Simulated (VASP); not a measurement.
Output of a VASP run:

OSZICAR:
```
       N       E                     dE             d eps       ncg     rms          rms(c)
DAV:   1     0.594441692477E+02    0.59444E+02   -0.67302E+03   480   0.114E+03
DAV:   2    -0.385098471702E+02   -0.97954E+02   -0.93122E+02   708   0.188E+02
DAV:   3    -0.458520805871E+02   -0.73422E+01   -0.73216E+01   592   0.585E+01
DAV:   4    -0.459275271515E+02   -0.75447E-01   -0.75422E-01   572   0.693E+00
DAV:   5    -0.459282022606E+02   -0.67511E-03   -0.67507E-03   596   0.649E-01    0.173E+00
DAV:   6    -0.431003364337E+02    0.28279E+01   -0.64156E-01   540   0.630E+00    0.140E+00
DAV:   7    -0.415958097965E+02    0.15045E+01   -0.48051E-01   556   0.540E+00    0.607E-01
DAV:   8    -0.423166388110E+02   -0.72083E+00   -0.35970E-01   492   0.574E+00    0.425E-01
DAV:   9    -0.424995671230E+02   -0.18293E+00   -0.19070E-01   488   0.481E+00    0.301E-01
DAV:  10    -0.423271185597E+02    0.17245E+00   -0.19471E-01   480   0.477E+00    0.996E-02
DAV:  11    -0.423038921350E+02    0.23226E-01   -0.28417E-02   504   0.196E+00    0.738E-02
DAV:  12    -0.423094464891E+02   -0.55544E-02   -0.95839E-03   496   0.115E+00    0.600E-02
DAV:  13    -0.423095610900E+02   -0.11460E-03   -0.20095E-04   596   0.136E-01    0.405E-02
DAV:  14    -0.423134705484E+02   -0.39095E-02   -0.18287E-03   492   0.517E-01    0.689E-03
DAV:  15    -0.423135615032E+02   -0.90955E-04   -0.54910E-05   564   0.964E-02    0.690E-03
DAV:  16    -0.423135541381E+02    0.73651E-05   -0.81211E-07   572   0.891E-03    0.665E-03
DAV:  17    -0.423135605493E+02   -0.64112E-05   -0.12298E-07   420   0.514E-03    0.634E-03
DAV:  18    -0.423136207981E+02   -0.60249E-04   -0.32941E-05   492   0.754E-02    0.675E-03
DAV:  19    -0.423136216769E+02   -0.87876E-06   -0.13967E-06   532   0.159E-02    0.646E-03
DAV:  20    -0.423136205420E+02    0.11349E-05   -0.39460E-07   512   0.915E-03    0.402E-03
DAV:  21    -0.423136209305E+02   -0.38853E-06   -0.43047E-07   508   0.716E-03    0.296E-03
DAV:  22    -0.423136208630E+02    0.67522E-07   -0.84997E-08   368   0.413E-03
   1 F= -.42313621E+02 E0= -.42313621E+02  d E =-.907577E-16
```

### OUTCAR
```
------------------------ aborting loop because EDIFF is reached ----------------------------------------
  FORCE on cell =-STRESS in cart. coord.  units (eV):
  Direction    XX          YY          ZZ          XY          YZ          ZX
  --------------------------------------------------------------------------------------
  Total       -0.4112612     -0.4112612     -0.4112612      0.0000000     -0.0000000     -0.0000000
  in kB       -7.6740056     -7.6740056     -7.6740056      0.0000000     -0.0000000     -0.0000000
  external PRESSURE =      -7.6740056 kB  Pullay stress =       0.0000000 kB
  volume of cell :       85.86
      direct lattice vectors                 reciprocal lattice vectors
     4.411660476  0.000000000  0.000000000     0.226672022  0.000000000  0.000000000
     0.000000000  4.411660476  0.000000000     0.000000000  0.226672022  0.000000000
     0.000000000  0.000000000  4.411660476     0.000000000  0.000000000  0.226672022
 POSITION                                       TOTAL-FORCE (eV/Angst)
 -----------------------------------------------------------------------------------
      0.00000      0.00000      0.00000         0.000000      0.000000      0.000000
      2.20583      2.20583      2.20583         0.000000      0.000000      0.000000
 -----------------------------------------------------------------------------------
    total drift:                                0.000000      0.000000      0.000000
  FREE ENERGIE OF THE ION-ELECTRON SYSTEM (eV)
  ---------------------------------------------------
  free  energy   TOTEN  =       -42.3136208630 eV

  energy  without entropy=      -42.3136208630  energy(sigma->0) =      -42.31362086
```
(Selected blocks of OUTCAR.)

POSCAR:
```
CsBr
1
    4.4116604762     0.0000000000     0.0000000000
    0.0000000000     4.4116604762     0.0000000000
    0.0000000000     0.0000000000     4.4116604762
Cs Br
1 1
Direct
  0.0000000000   0.0000000000   0.0000000000
  0.5000000000   0.5000000000   0.5000000000
```

Task: Write an INCAR and KPOINTS that could have produced this output.

Result: One answer among several that fit: the input of the run itself, r2SCAN meta-GGA, plane waves, VASP's PBE PAW potentials (set 64).

KPOINTS:
```
Regular mesh
0
gamma
 6 6 6
```

INCAR:
```
SYSTEM = CsBr
PREC = Accurate
ENCUT = 520
EDIFF = 1E-7
NELM = 100
ALGO = Normal
LREAL = .FALSE.
LASPH = .TRUE.
ISMEAR = 0
SIGMA = 0.05
METAGGA = R2SCAN
LMIXTAU = .TRUE.
LMAXMIX = 4
LWAVE = .FALSE.
LCHARG = .FALSE.
ISIF = 2
```

POTCAR, in this order: Cs_sv Br (PBE.64 set). Program: vasp_std.

The compound is CsBr in the CsCl type structure. This cell is one point of a volume scan, at 1.06 of the reference volume.
